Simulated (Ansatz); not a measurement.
C on a Si site in Si, calculated

Computed with the plane-wave PAW code Ansatz (scalar-relativistic, PAW set soft_2): PBEsol, no spin polarisation, 420 eV cutoff, k-mesh 2×2×2 shifted by half a step.

The relaxed host crystal (Kohn–Sham gap 0.46 eV):

```
CELL_PARAMETERS angstrom
0.00000 2.71692 2.71692
2.71692 0.00000 2.71692
2.71692 2.71692 0.00000
ATOMIC_POSITIONS crystal
Si 0.25000 0.25000 0.25000
Si 0.00000 0.00000 0.00000
```

Supercell of 32 atoms, rows of the matrix [[-1,-1,-1],[-1,-1,3],[-1,3,-1]] times the cell vectors; C on a Si site at (0.250, 0.250, 0.250) in fractions of the cell above. Atoms are relaxed at the host's cell.

Distances from the C atom (Å), by shell of the perfect crystal:

```
shell  perfect crystal  relaxed, charge 0
 4 Si             2.35               2.01
```

| charge | gap of the cell on the mesh (eV) | carriers |
| --- | --- | --- |
| 0 | 1.14 | none in the bands |

On this mesh the host's own supercell has a gap of 1.27 eV.

Formation energy of the neutral defect: 1.43 eV, taking atoms from and to the elements' standard states (no corrections for gases), so it belongs to those chemical potentials alone.

Caveats: semilocal functionals make gaps too small, which shifts levels too; small supercell, so energies and levels can be off by tenths of an eV; the atoms kept the symmetry of the start, so a distorted state could lie lower.
